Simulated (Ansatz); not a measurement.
TiAl3 (Pm-3m): electronic heat capacity and spin susceptibility from the density of states

Method: DFT r2SCAN, scalar-relativistic, plane waves, PAW in Ansatz.

Plane waves to 500 eV, a k mesh through Γ of 10×10×10 on the computed 4-atom cell and Gaussian smearing (0.10 eV); no spin polarisation.

Relaxed cell: Pm-3m, a = 3.956 Å, b = 3.956 Å, c = 3.956 Å, α = 90.00°, β = 90.00°, γ = 90.00°, 4 atoms in the primitive cell. This form isn't the usual stable structure of the compound.

The density of states at the Fermi level is 2.144 states/eV in the cell of 4 atoms (1 formula unit; both spins, tetrahedra on a 15×15×15 mesh).

**Question.** What Sommerfeld coefficient and Pauli susceptibility does this give?

**Answer.** Per formula unit N(E_F) = 2.144 states/eV. γ = (π²/3) k_B² N(E_F) N_A = 2.357 mJ/(mol K²) per state/eV, so γ = 5.1 mJ/(mol K²), a mole of formula units. χ_P = μ_B² N(E_F) N_A = 3.23×10⁻⁵ emu/mol per state/eV gives 6.9×10⁻⁵ emu/mol. This is the bare band result: a measured γ of the same phase is as a rule larger by a factor 1 + λ from phonons and spin fluctuations, the spin part of χ is larger by the Stoner factor, and a measured χ also holds orbital and core terms. N(E_F) at one energy is sensitive to the mesh where the density of states has sharp peaks.

Cost: 1 run of about 0.39 core-minutes, on Intel Xeon 6975P-C (Granite Rapids) (shared hosts).